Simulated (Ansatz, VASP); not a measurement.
# AlSi23HO48 (Al-H pair in alpha-quartz) in two plane-wave programs

One calculation is typed for both programs; each brings its own data sets. How far apart do they land? The cell is taken from a series of runs on this material, whose earlier steps may have relaxed, scaled, displaced or heated it; both programs get it as it stands.

Program: Ansatz 0.2.0. Level of theory: plane waves, with VASP 6.6.1 beside it; single point at HSE06. Results are calculated unless marked as measured.

### Step 1. The starting structure

The cell holds 73 atoms: 23 Si, 48 O, 1 Al and 1 H. Its edges and angles: a = 10.037 Å, b = 10.037 Å, c = 11.018 Å, α = 90.0°, β = 90.0°, γ = 120.0°. It derives from SiO2 (SiO2 (P3_221)). Nearest the centre at fractional (0.218, 0.153, 0.418): O24 at 0.58 Å, H73 at 1.38 Å, Al72 at 1.39 Å, Si1 at 1.98 Å, O32 at 2.35 Å, O29 at 2.38 Å, O33 at 2.54 Å, O25 at 2.69 Å.

### Step 2. Ansatz: single point, HSE06

Ansatz runs on its default PAW (the set named soft_2) files.

With cell and atoms fixed, the geometry can't cause a difference; cores, projectors, grids and the points listed under the comparison can.

Contents of input.yaml:

```yaml
crystal:
  lattice:
    - [10.03667681, 0.0, 0.0]
    - [-5.01833841, 8.69201709, 0.0]
    - [0.0, 0.0, 11.01794811]
  atoms:
    - { symbol: Si, position: [0.231776541, -0.011685131, 0.329846269] }
    - { symbol: Si, position: [0.000692365, 0.246701386, 0.161761815] }
    - { symbol: Si, position: [0.261539021, 0.265403958, -0.004738917] }
    - { symbol: O, position: [0.167893982, 0.094331322, 0.401573811] }
    - { symbol: O, position: [0.369035833, 0.096070951, 0.241482445] }
    - { symbol: O, position: [0.413678092, 0.295157768, 0.06765026] }
    - { symbol: O, position: [0.123114632, 0.21562415, 0.091193833] }
    - { symbol: O, position: [0.084237478, 0.384765164, 0.257605877] }
    - { symbol: O, position: [0.29066614, 0.418441327, 0.423270494] }
    - { symbol: Si, position: [0.24730981, 0.005404274, 0.833414827] }
    - { symbol: Si, position: [0.004187465, 0.245778261, 0.672420154] }
    - { symbol: Al, position: [0.264551476, 0.265780444, 0.50728737] }
    - { symbol: O, position: [0.213210863, 0.129955734, 0.897062904] }
    - { symbol: O, position: [0.386246088, 0.085116013, 0.737615147] }
    - { symbol: O, position: [0.429078418, 0.270636011, 0.551099447] }
    - { symbol: O, position: [0.126590811, 0.207119993, 0.616776115] }
    - { symbol: O, position: [0.083645557, 0.385280662, 0.770136948] }
    - { symbol: O, position: [0.298993774, 0.422328401, 0.927458128] }
    - { symbol: Si, position: [0.240567936, 0.503351773, 0.328753915] }
    - { symbol: Si, position: [-0.004050504, 0.727647523, 0.160181563] }
    - { symbol: Si, position: [0.266609268, 0.766424151, -0.000664811] }
    - { symbol: O, position: [0.208619297, 0.62885743, 0.395380613] }
    - { symbol: O, position: [0.374830703, 0.589016449, 0.228363987] }
    - { symbol: O, position: [0.42087937, 0.805587539, 0.072967241] }
    - { symbol: O, position: [0.12195643, 0.700600261, 0.091826595] }
    - { symbol: O, position: [0.081868671, 0.864489099, 0.259107896] }
    - { symbol: O, position: [0.288015353, 0.915052837, 0.432153647] }
    - { symbol: Si, position: [0.246798807, 0.506290461, 0.828920885] }
    - { symbol: Si, position: [0.005173009, 0.740449573, 0.670115487] }
    - { symbol: Si, position: [0.259014748, 0.758334718, 0.498393996] }
    - { symbol: O, position: [0.2292001, 0.639430855, 0.895840893] }
    - { symbol: O, position: [0.377425467, 0.582041157, 0.724472723] }
    - { symbol: O, position: [0.416568209, 0.794619355, 0.564360548] }
    - { symbol: O, position: [0.125003063, 0.706364034, 0.598527492] }
    - { symbol: O, position: [0.093059524, 0.8780111, 0.766184503] }
    - { symbol: O, position: [0.293368376, 0.923512956, 0.938533379] }
    - { symbol: Si, position: [0.7514244, 0.000443297, 0.332334201] }
    - { symbol: Si, position: [0.496543926, 0.24556593, 0.168132078] }
    - { symbol: Si, position: [0.747926248, 0.252150856, 0.001263856] }
    - { symbol: O, position: [0.716055895, 0.116807146, 0.40644837] }
    - { symbol: O, position: [0.885263742, 0.089939415, 0.233366828] }
    - { symbol: O, position: [0.906244139, 0.288541446, 0.066102769] }
    - { symbol: O, position: [0.615795425, 0.20545516, 0.103191914] }
    - { symbol: O, position: [0.58406775, 0.381481316, 0.265180884] }
    - { symbol: O, position: [0.787762013, 0.405044696, 0.430736649] }
    - { symbol: Si, position: [0.735737183, -0.002094191, 0.8347113] }
    - { symbol: Si, position: [0.508231305, 0.234814659, 0.661211772] }
    - { symbol: Si, position: [0.767589186, 0.255988424, 0.502810097] }
    - { symbol: O, position: [0.692867549, 0.10972765, 0.909063301] }
    - { symbol: O, position: [0.870003557, 0.094735558, 0.738990018] }
    - { symbol: O, position: [0.928767825, 0.297536173, 0.564843009] }
    - { symbol: O, position: [0.639615081, 0.202042923, 0.608045577] }
    - { symbol: O, position: [0.587575223, 0.379212049, 0.754564264] }
    - { symbol: O, position: [0.778300086, 0.40500801, 0.930262004] }
    - { symbol: Si, position: [0.74260488, 0.495410324, 0.333474673] }
    - { symbol: Si, position: [0.503091387, 0.744007133, 0.16535348] }
    - { symbol: Si, position: [0.756873094, 0.755360263, -0.00463115] }
    - { symbol: O, position: [0.720585581, 0.625105566, 0.401528102] }
    - { symbol: O, position: [0.876648697, 0.574316273, 0.23201013] }
    - { symbol: O, position: [0.909365753, 0.780174299, 0.06487966] }
    - { symbol: O, position: [0.621082405, 0.70837717, 0.093016772] }
    - { symbol: O, position: [0.595589499, 0.873565518, 0.267900886] }
    - { symbol: O, position: [0.81822758, 0.920125388, 0.424589698] }
    - { symbol: Si, position: [0.73780171, 0.496497887, 0.829893029] }
    - { symbol: Si, position: [0.50135793, 0.741738154, 0.66153257] }
    - { symbol: Si, position: [0.768398063, 0.761063197, 0.498467774] }
    - { symbol: O, position: [0.70386265, 0.619389157, 0.896901558] }
    - { symbol: O, position: [0.882583526, 0.586101581, 0.739174631] }
    - { symbol: O, position: [0.919620568, 0.792246579, 0.572175774] }
    - { symbol: O, position: [0.628154385, 0.718037076, 0.589839752] }
    - { symbol: O, position: [0.583403791, 0.871572854, 0.764617946] }
    - { symbol: O, position: [0.7933171, 0.912600343, 0.928158146] }
    - { symbol: H, position: [0.064706804, 0.044331125, 0.409095851] }
basis:
  ecutwfc: 420
  xc_grid: 2
hamiltonian:
  xc: hse06
kpoints:
  mp_grid: { grid: [1, 1, 1] }
scf:
  occupations: { method: fermi_dirac, width: 0.01 }
  max_iter: 120
output:
  forces: true
checkpoint:
  read: "../relax.run"
```

On the command line:

```console
$ ansatz run input.yaml --threads 4 --pin off --max-ram 7536MiB --backend cpu --events-out ev --progress --plain --runs-dir out
```

Numbers of over 12 decimals in the logs are rounded to 6 here.

The log of the run:

```text
Warning: checkpoint.read: the run can stay near the saved state's solution: 2 site(s) moved relative to the saved geometry (max |Δs| = 8.061e-3 fractional); the SCF starts from the saved state under `checkpoint.density_extrapolation: transplant`, in force with no word given; its orbitals are not used off its sites. A run without `checkpoint.read` takes nothing of the state. A lower free energy from it at the same positions (and U, V and field ramp, if any) shows a solution that this start missed, and an equal or higher one rules none out (checkpoint.read, Limitations, in the input reference)
exact exchange: scf.exx.singularity resolves to wigner_seitz, which cuts the screened interaction at the faces of the exchange supercell's Wigner-Seitz cell, so that each pair interacts once, at the shortest of its separations (the periodic images that this leaves out come, for a point-like exchange hole, to about 0.008 eV on a filled level). The cut falls within the interaction's reach, and what an exchange supercel [...]
Engine: ansatz 0.2.0, aarch64-unknown-linux-gnu
Pseudopotentials: kind: paw
Pseudopotential: Si, paw, valence charge 4, recommended cutoff 420 eV (normal), Si.paw.azcp
Pseudopotential: O, paw, valence charge 6, recommended cutoff 420 eV (normal), O.paw.azcp
Pseudopotential: Al, paw, valence charge 3, recommended cutoff 420 eV (normal), Al.paw.azcp
Pseudopotential: H, paw, valence charge 1, recommended cutoff 420 eV (normal), H.paw.azcp
Functional definition: HSE06
  parameter a = 0.25
  parameter omega = 0.11/bohr
  exchange = pbe_x - a*pbe_x_sr(omega) + a*exact_x_sr(omega)
  correlation = pbe_c
Crystal: 73 atoms, lattice volume = 961.194 Å³
Basis set: ecut = 420 eV, 18781 PW (Γ), exchange–correlation on 144×144×150 points (8 copies of the dense FFT grid, shifted against one another)
Bands: 265, of which v1, the nominal top of the filled ones, is band 192 counted from 1 (191 counted from 0)
Symmetry: 1 space group operations
Space group: P1 (ITA 1), of the structure as read, at distance tolerance 9.9e-5 Å
k-points: 1
Non-local potential: Si, projectors of the file, l = 0: 2, l = 1: 2, l = 2: 2
Non-local potential: O, projectors of the file, l = 0: 2, l = 1: 2, l = 2: 1
Non-local potential: Al, projectors of the file, l = 0: 2, l = 1: 2, l = 2: 1
Non-local potential: H, projectors of the file, l = 0: 2, l = 1: 1
PAW form: soft (Blöchl's): semilocal exchange-correlation on the pseudo side does not see the compensation charge
PAW frozen core: Si, regenerated for the run's functional, and the local potential with it (the file was generated under x = pbe(κ = 0.804, μ = 0.219515), c = pbe(β = 0.066725))
PAW frozen core: O, regenerated for the run's functional, and the local potential with it (the file was generated under x = pbe(κ = 0.804, μ = 0.219515), c = pbe(β = 0.066725))
PAW frozen core: Al, regenerated for the run's functional, and the local potential with it (the file was generated under x = pbe(κ = 0.804, μ = 0.219515), c = pbe(β = 0.066725))
PAW one-centre angular grid: Si, 110 points (default); XC on 64 Gauss nodes
PAW one-centre angular grid: O, 110 points (default); XC on 96 Gauss nodes
PAW one-centre angular grid: Al, 110 points (default); XC on 64 Gauss nodes
PAW one-centre angular grid: H, 110 points (default); XC on 64 Gauss nodes
Initial density: read from a saved state, or passed on in memory by an earlier SCF of this step, an earlier step, the calling program or the single point that the run made first, carried with its atoms to this geometry
Initial wavefunctions: pseudopotential atomic-orbital guess
Functional: x = pbe(κ = 0.804, μ = 0.219515), c = pbe(β = 0.066725), warm-up for x = pbe(κ = 0.804, μ = 0.219515) + 0.25 (exact − pbe) at short range (hse, ω = 0.207870 Å⁻¹), c = pbe(β = 0.066725); HSE06 as pw.x's `hse` composes it (authors' and Libxc's form: `xc: wpbeh`)
iter 1 solved again at ethr=1.13e-4 eV; its pass at ethr=1.00e-1 eV (dr2=4.35e-1 eV) is discarded
[...]
greatest PAW one-centre occupation: 0.869 electrons in one spin orbital (limit 2), on the O atom at site 3 (counted from 0), in its partial waves of l = 0
hybrid outer 1: dexx = +1.298e-1 eV, tail = 1.25e-4 eV
Exchange kernel: α = 0.2500, screened, ω = 0.2079 Å⁻¹, Wigner–Seitz truncation, v(0) = 901.6764 eV·Å³, q-mesh 1×1×1, nearest image of the exchange supercell L = 10.04 Å, pair-density grid 45×45×54, without the augmentation charges, whose exchange is taken in its separable form (sized by the pseudopotential files, 60×60×75 at the most), smooth part of the exchange summed in real space on grids 60×54×70 (short range) and 33×36×42 (long range)
Frozen-core exchange: fock
SCF iter   1: F=—  HF=-42503.436556 eV  |F-HF|=—  |Δ(HF+E_count)|=         —  Δρ=3.75e-5  dr2=8.60e-6  ethr=1.63e-7  ⟨swp⟩=16.0  Hψ=891  notcnv=0
preconditioner: auto → none  [insulator: Δε(μ)=7.292 eV  Ē_g=19.335 eV  σ=0.010 eV  W_gap=1.00  n_scr=212 (ndim 8)  ℏωp=23.5 eV  f_vac=0.169  D(μ)=0.00/eV (n_scr^D=0)]
SCF iter   2: F=—  HF=-42503.436554 eV  |F-HF|=—  |Δ(HF+E_count)|=   2.02e-6  Δρ=1.19e-5  dr2=4.65e-7  ethr=1.95e-9  ⟨swp⟩=4.0  Hψ=602  notcnv=0
SCF iter   3: F=—  HF=-42503.436555 eV  |F-HF|=—  |Δ(HF+E_count)|=   1.17e-6  Δρ=4.50e-6  dr2=9.20e-8  ethr=8.84e-11  ⟨swp⟩=6.0  Hψ=841  notcnv=0  defer=13
SCF iter   4: F=-42503.436555 eV  HF=-42503.436555 eV  |F-HF|=4.07e-9  |Δ(HF+E_count)|=   8.03e-9  Δρ=9.50e-7  dr2=5.69e-9  ethr=2.17e-11  ⟨swp⟩=6.0  Hψ=671  notcnv=0  defer=8
SCF 3 converged in 4 iterations: F = -42503.436555 eV  dr2 = 5.69e-9
  Residual-converged pass: ⟨swp⟩=3.0  Hψ=460  notcnv=0  max |occ|·‖R‖ = 2.6e-6 eV (tolerance 2.7e-6 eV)  dr2=5.93e-9  dr2_onsite=4.07e-10  max |Δocc| = 0.0e0
hybrid outer 2: dexx = +1.210e-6 eV, tail = 2.98e-8 eV, Δε = 8.54e-4 eV (about 1.38e-5 eV left of the loop's levels), ΔF = 3.61e-3 eV/Å (tail 4.93e-4)
hybrid SCF converged: 2 outer / 10 inner (+4 warm-up), last move |dexx| = 1.21e-6 eV, tail = 2.98e-8 eV
Stability not checked: this state was not tested for a lower state beside it, because the functional holds exact exchange (a hybrid, or Hartree-Fock), whose exchange loop this test does not read (fock_operator; see scf.lower_state_search)
Free energy (F): -42503.436555 eV
Frozen-core exchange: fock
Harris-Foulkes:  -42503.436555 eV  (|F-HF|=4.07e-9)
Internal energy: -42503.436555 eV  (E = F + TS)
E sigma→0 (E₀):  -42503.436555 eV
Fermi energy:    4.586731 eV
--- Per-component energies (eV) ---
  E_band       = -2543.299847
  E_kinetic    = 9715.088671
  E_local      = -24790.035052  (includes V_loc(G=0)·N_el)
  E_nonlocal   = 2807.821509
  E_hartree    = 8995.064170
  E_xc         = -3938.613363
  E_vxc        = -4537.250225  (∫ρ·V_xc dr)
  E_exx        = -1106.474374  (= α·E_x^exact, valence–valence)
  E_paw        = -19773.866986  (= ΣΔE_a)
  E_vpaw       = -1516.233673  (= ΣTr[D̂ρ^β])
  E_aug_tail   = 0.122841  (compensation charges beyond the density's cutoff)
  E_ewald      = -14409.859772
  E_core_change = -2.684198  (= ΣΔE_core)
  E_smearing   = -0.000000  (= −TS)
  E_closure    = -0.000001  (closes the sum)
  Σ components = -42503.436555   (vs F -42503.436555, Δ=7.28e-12)
--- Forces (eV/Å), atoms counted from 1 ---
  atom   1  Si     0.10230036    -0.05663887    -0.06400547
  atom   2  Si    -0.01815405    -0.02291145     0.00881540
  atom   3  Si    -0.00496926     0.00197504    -0.00407752
  atom   4  O      3.83428538     2.07158015    -0.40731482
  atom   5  O     -0.03470976    -0.01158552     0.03501050
  atom   6  O      0.00147037    -0.00363994     0.00519626
  atom   7  O      0.00831335     0.00064335    -0.00037960
  atom   8  O      0.00669523     0.00553407     0.00548508
  atom   9  O      0.01067291    -0.02480849     0.00493910
  atom  10  Si    -0.00269688    -0.00506676     0.00169797
  atom  11  Si    -0.01973007    -0.00631687    -0.00056177
  atom  12  Al     0.00421672     0.07359832     0.05322834
  atom  13  O      0.00083956     0.00072673     0.00017311
  atom  14  O     -0.00132951     0.00222190    -0.00441034
  atom  15  O     -0.01931320    -0.01278913    -0.01971348
  atom  16  O      0.02541781    -0.00156339    -0.02164760
  atom  17  O      0.00256579    -0.00132799    -0.00159820
  atom  18  O      0.00095453    -0.00181890     0.00131452
  atom  19  Si    -0.00818464     0.00951820    -0.01722185
  atom  20  Si    -0.01210665    -0.01833037    -0.01325882
  atom  21  Si     0.00680048    -0.00122743    -0.00162078
  atom  22  O     -0.00091352     0.00351162     0.00152275
  atom  23  O     -0.00428772    -0.00862568     0.00419335
  atom  24  O     -0.00667865    -0.00125746    -0.00395454
[...]
atom  66  Si    -0.01824306     0.10322860    -0.05854303
  atom  67  O      0.00110613    -0.00200451    -0.00004095
  atom  68  O      0.00149524    -0.00349532     0.00421152
  atom  69  O      0.02679593    -0.00900256     0.02128705
  atom  70  O     -0.01638572    -0.01506527     0.02219384
  atom  71  O     -0.00267822     0.00160650     0.00316577
  atom  72  O      0.00093258    -0.00020998     0.00009999
  atom  73  H     -3.84889023    -2.08481616     0.40201330
  max |Σ_I F_I| component: 1.50e-4 eV/Å
--- Band table (eV) ---
  k-point 0: bands = [... 188 lower, 0.6748, 0.8037, 0.8262, 0.9410, 8.2324]
  guard bands above this table: 72 of the run's 265 bands. The solve was not asked for them (output.publish_guard_bands: true or output.eigenvalues: true publishes all)
```

The column dr2 measures how far the density is from self-consistency, as an energy; F and HF (Harris–Foulkes) agree once it is small.

(Part 1 of 2 ends here.)

[Lines on the potential files, build, host, timing and source positions are cut from VASP's logs without a mark.]

[Logs are printed without paths, hosts, clocks, repeated set-up lines and the standing remarks that a program may print on its own settings, such as how far it seeks lower states.]

[Hosts, paths, dates, database ids (printed as entryN), source tags and the programs' standing remarks are cut or masked in the printed files.]
